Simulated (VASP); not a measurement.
# CoH3 (Pm-3m) in VASP: equation of state

Aim: energy against volume of CoH3 in PBE, for its equilibrium volume and stiffness.

All numbers are computed with VASP 6.6.1; they aren't measurements. Logs are shortened: lines on timing, memory, paths and dates and some standing lists are left out, and cuts for length are marked.

### Step 1. The structure

The structure is cubic, space group Pm-3m (No. 221). Conventional cell: a = 2.611 Å, b = 2.611 Å, c = 2.611 Å, α = 90.00°, β = 90.00°, γ = 90.00°. Around Co (site symmetry m-3m) lie 12 H at 1.85 Å. H (site symmetry 4/mmm) has 4 Co at 1.85 Å and 8 H at 1.85 Å as nearest neighbours.

The cell comes from a database or a generator and needn't be the stable form of this composition.

### Step 2. Equation of state, PBE, collinear spin, ferromagnetic start, 4.18 Å³/atom (volume scaled by 0.94)

Input file INCAR:

```
SYSTEM = CoH3
  ALGO = Normal
  EDIFF = 1E-7
  ENCUT = 520
  GGA = PE
  ISIF = 2
  ISMEAR = -1
  ISPIN = 2
  LASPH = .TRUE.
  LCHARG = .FALSE.
  LMAXMIX = 4
  LORBIT = 11
  LREAL = .FALSE.
  LWAVE = .FALSE.
  MAGMOM = 2 0 0 0
  NBANDS = 18
  NELM = 120
  PREC = Accurate
  SIGMA = 0.05
```

Input file KPOINTS:

```
k-points
0
G
  10 10 10
  0 0 0
```

Input file POSCAR:

```
CoH3
1.0
    2.5580274912      0.0000000000      0.0000000000
    0.0000000000      2.5580274912      0.0000000000
    0.0000000000      0.0000000000      2.5580274912
Co H
1 3
Direct
    0.0000000000      0.0000000000      0.0000000000
    0.5000000000      0.5000000000      0.0000000000
    0.5000000000      0.0000000000      0.5000000000
    0.0000000000      0.5000000000      0.5000000000
```

Potentials or basis: VASP PAW PBE potentials, release 64 (Co, H).

The run is started by

```console
> cat potpaw_PBE.64/Co/POTCAR potpaw_PBE.64/H/POTCAR > POTCAR
> mpirun -np 1 vasp_std > vasp.out
```

OUTCAR:

```text
SYSTEM = CoH3
   EDIFF = 1E-7
   ENCUT = 520
   GGA = PE
   ISIF = 2
   ISMEAR = -1
   ISPIN = 2
   LASPH = .TRUE.
   LORBIT = 11
   LREAL = .FALSE.
   NELM = 120
   PREC = Accurate

 Found     56 irreducible k-points:

 Following reciprocal coordinates:
            Coordinates               Weight
  0.000000  0.000000  0.000000      1.000000
  0.100000  0.000000  0.000000      6.000000
  0.200000  0.000000  0.000000      6.000000
  0.300000  0.000000  0.000000      6.000000
  0.400000  0.000000  0.000000      6.000000
  0.500000  0.000000  0.000000      3.000000
   k-points           NKPTS =     56   k-points in BZ     NKDIM =     56   number of bands    NBANDS=     18
   number of dos      NEDOS =    301   number of ions     NIONS =      4
   total plane-waves  NPLWV =   8000
   dimension x,y,z NGX =    20 NGY =   20 NGZ =   20
   dimension x,y,z NGXF=    40 NGYF=   40 NGZF=   40
   ions per type =               1   3
   NGX,Y,Z   is equivalent  to a cutoff of  13.00, 13.00, 13.00 a.u.
   NGXF,Y,Z  is equivalent  to a cutoff of  26.00, 26.00, 26.00 a.u.
 SYSTEM =  CoH3
   PREC   = accura    normal or accurate (medium, high low for compatibility)
   ISTART =      0    job   : 0-new  1-cont  2-samecut
   ICHARG =      2    charge: 1-file 2-atom 10-const
   ISPIN  =      2    spin polarized calculation?
   LNONCOLLINEAR =      F non collinear calculations
   LSORBIT =      F    spin-orbit coupling
   LASPH  =      T    aspherical Exc in radial PAW
   ENCUT  =  520.0 eV  38.22 Ry    6.18 a.u.   4.76  4.76  4.76*2*pi/ulx,y,z
   NELM   =    120;   NELMIN=  2; NELMDL= -5     # of ELM steps
   EDIFF  = 0.1E-06   stopping-criterion for ELM
   LREAL  =      F    real-space projection
   EDIFFG = 0.1E-05   stopping-criterion for IOM
   NSW    =      0    number of steps for IOM
   IBRION =     -1    ionic relax: 0-MD 1-quasi-New 2-CG
   NFREE  =      0    steps in history (QN), initial steepest desc. (CG)
   ISIF   =      2    stress and relaxation
   ISYM   =      2    0-nonsym 1-usesym 2-fastsym
   POTIM  = 0.5000    time-step for ionic-motion
   TEBEG  =    0.0;   TEEND  =   0.0 temperature during run
   PSTRESS=    0.0 pullay stress
   NELECT =      12.0000    total number of electrons
   NUPDOWN=      -1.0000    fix difference up-down
   EMIN   =  10.00;   EMAX   =-10.00  energy-range for DOS
   EFERMI =   0.00;   METHOD = LEGACY
   ISMEAR =    -1;   SIGMA  =   0.05  broadening in eV -4-tet -1-fermi 0-gaus
   EFERMI_NEDOS =   21; number of points for ismear=-14 and -15
   IALGO  =     38    algorithm
   IMIX   =      4    mixing-type and parameters
     AMIX     =   0.40;   BMIX     =  1.00
     AMIX_MAG =   1.60;   BMIX_MAG =  1.00
  volume/ion in A,a.u.               =       4.18        28.24
  Fermi-wavevector in a.u.,A,eV,Ry     =   1.465199  2.768825 29.209110  2.146809
  Thomas-Fermi vector in A             =   2.581085
   LORBIT       =     11    0 simple, 1 ext, 2 COOP (PROOUT), +10 PAW based schemes
   GGA     = PE    functional components
   LHFCALC =     F    Hartree Fock is set to
   AEXX    =    0.0000 exact exchange contribution
   IVDW    =     0    specifies the selected vdW correction
   LEPSILON=     F    determine dielectric tensor
   LRPA    =     F    only Hartree local field effects (RPA)
 spin polarized calculation
  energy-cutoff  :      520.00
  volume of cell :       16.74
 maximum number of plane-waves:       468
 NGX is ok and might be reduce to    20
   NGX =  9   NGY =  9   NGZ =  9

 number of electron      12.0000014 magnetization       0.0001468

 number of electron      12.0000014 magnetization      -0.0002220

 Free energy of the ion-electron system (eV)
  ---------------------------------------------------
  ext. energy  EPLUGINS =         0.00000000
  ---------------------------------------------------
  free energy    TOTEN  =       -16.15337565 eV

  energy without entropy =      -16.14886014  energy(sigma->0) =      -16.15111790

 E-fermi :   9.1427     XC(G=0): -13.0873

 val. band max:        9.0635122669   @ k =   0.4000   0.4000   0.0000
 cond. band min:       9.1894296106   @ k =   0.5000   0.3000   0.3000
 fundamental gap:      0.1259173437
 Fermi energy:         9.1426647059

 spin component 1

 k-point     1 :       0.0000    0.0000    0.0000
  band No.  band energies     occupation
      1      -5.7756      1.00000
      2       4.0857      1.00000
      3       4.0857      1.00000
      4       8.1779      1.00000
      5       8.1779      1.00000
      6       8.1779      1.00000
[... 103 lines left out ...]
      5       7.0465      1.00000
      6       8.2691      1.00000
[... 10 lines left out ...]
     17      46.3013      0.00000
     18      47.1259      0.00000

 [... further k-points ...]

 spin component 2

 k-point     1 :       0.0000    0.0000    0.0000
  band No.  band energies     occupation
      1      -5.7755      1.00000
      2       4.0856      1.00000
      3       4.0856      1.00000
      4       8.1779      1.00000
      5       8.1779      1.00000
      6       8.1779      1.00000
[... 103 lines left out ...]
      5       7.0465      1.00000
      6       8.2690      1.00000
[... 10 lines left out ...]
     17      46.3014      0.00000
     18      47.1250      0.00000

 [... further k-points ...]

------------------------ aborting loop because EDIFF is reached ----------------------------------------

  FORCE on cell =-STRESS in cart. coord.  units (eV):
  Direction    XX          YY          ZZ          XY          YZ          ZX
  --------------------------------------------------------------------------------------
  -------------------------------------------------------------------------------------
  Total        1.5185846      1.5185846      1.5185846      0.0000000     -0.0000000      0.0000000
  in kB      145.3563303    145.3563303    145.3563303      0.0000000     -0.0000000      0.0000000
  external PRESSURE =     145.3563303 kB  Pullay stress =       0.0000000 kB

 VOLUME and BASIS-vectors are now :
 -----------------------------------------------------------------------------
  energy-cutoff  :      520.00
  volume of cell :       16.74
      direct lattice vectors                 reciprocal lattice vectors
     2.558027491  0.000000000  0.000000000     0.390926213  0.000000000  0.000000000
     0.000000000  2.558027491  0.000000000     0.000000000  0.390926213  0.000000000
     0.000000000  0.000000000  2.558027491     0.000000000  0.000000000  0.390926213

 POSITION                                       TOTAL-FORCE (eV/Angst)
 -----------------------------------------------------------------------------------
      0.00000      0.00000      0.00000         0.000000      0.000000      0.000000
      1.27901      1.27901      0.00000         0.000000      0.000000      0.000000
      1.27901      0.00000      1.27901         0.000000      0.000000      0.000000
      0.00000      1.27901      1.27901         0.000000      0.000000      0.000000
 -----------------------------------------------------------------------------------
    total drift:                                0.000000      0.000000     -0.000000

  FREE ENERGIE OF THE ION-ELECTRON SYSTEM (eV)
  ---------------------------------------------------
  free  energy   TOTEN  =       -16.1533756539 eV

  energy  without entropy=      -16.1488601385  energy(sigma->0) =      -16.15111790

 total charge

# of ion       s       p       d       tot
------------------------------------------
    1        0.430   0.656   7.579   8.666
    2        0.490   0.034   0.000   0.525
    3        0.490   0.034   0.000   0.525
    4        0.490   0.034   0.000   0.525
--------------------------------------------------
tot          1.902   0.759   7.579  10.239

 magnetization (x)

# of ion       s       p       d       tot
------------------------------------------
    1       -0.000   0.000  -0.000  -0.000
    2        0.000   0.000   0.000   0.000
    3        0.000   0.000   0.000   0.000
    4        0.000   0.000   0.000   0.000
--------------------------------------------------
tot          0.000   0.000  -0.000  -0.000
```

Run time: 19 s. Hardware: 1 thread of Intel Xeon 6975P-C (Granite Rapids), shared host; peak memory 0.15 GiB.

What came out:

```
Free energy                                           : -16.1534 eV
Pressure                                              : 14.5 GPa
Band gap on the k mesh                                : none (metal or under the smearing width)
Net moment                                            : 0.00 μB per cell
Valence electrons inside the program's atomic spheres : Co 8.67; H 0.53
```

Caveat: the starting moments collapsed, and a magnetic state may lie lower.

### Step 3. Equation of state, PBE, collinear spin, ferromagnetic start, 4.27 Å³/atom (volume scaled by 0.96)

Input file INCAR:

```
PREC = Accurate
ENCUT = 520
EDIFF = 1E-7
ISMEAR = -1
SIGMA = 0.05
LREAL = F
LASPH = T
NELM = 150
ALGO = Normal
ISIF = 2
LWAVE = F
LCHARG = F
ISPIN = 2
MAGMOM = 2 0 0 0
LORBIT = 11
LMAXMIX = 4
GGA = PE
NBANDS = 18
```

Input file KPOINTS:

```
regular mesh
0
Gamma
  10 10 10
```

Input file POSCAR:

```
CoH3
1.0
    2.5760423628      0.0000000000      0.0000000000
    0.0000000000      2.5760423628      0.0000000000
    0.0000000000      0.0000000000      2.5760423628
Co H
1 3
Direct
    0.0000000000      0.0000000000      0.0000000000
    0.5000000000      0.5000000000      0.0000000000
    0.5000000000      0.0000000000      0.5000000000
    0.0000000000      0.5000000000      0.5000000000
```

Potentials or basis: VASP PAW PBE potentials, release 64 (Co, H).

The run is started by

```console
> cat potpaw_PBE.64/Co/POTCAR potpaw_PBE.64/H/POTCAR > POTCAR
> mpirun -np 1 vasp_std > vasp.out
```

Run time: 17 s. Hardware: 1 thread of Intel Xeon 6975P-C (Granite Rapids), shared host; peak memory 0.15 GiB.

The run converged. Its results:

```
Free energy                                           : -16.1803 eV
Pressure                                              : 9.1 GPa
Band gap on the k mesh                                : none (metal or under the smearing width)
Net moment                                            : 0.00 μB per cell
Valence electrons inside the program's atomic spheres : Co 8.61; H 0.52
```

Caveat: the starting moments collapsed, and a magnetic state may lie lower.

(Continued in part 2 of 2.)
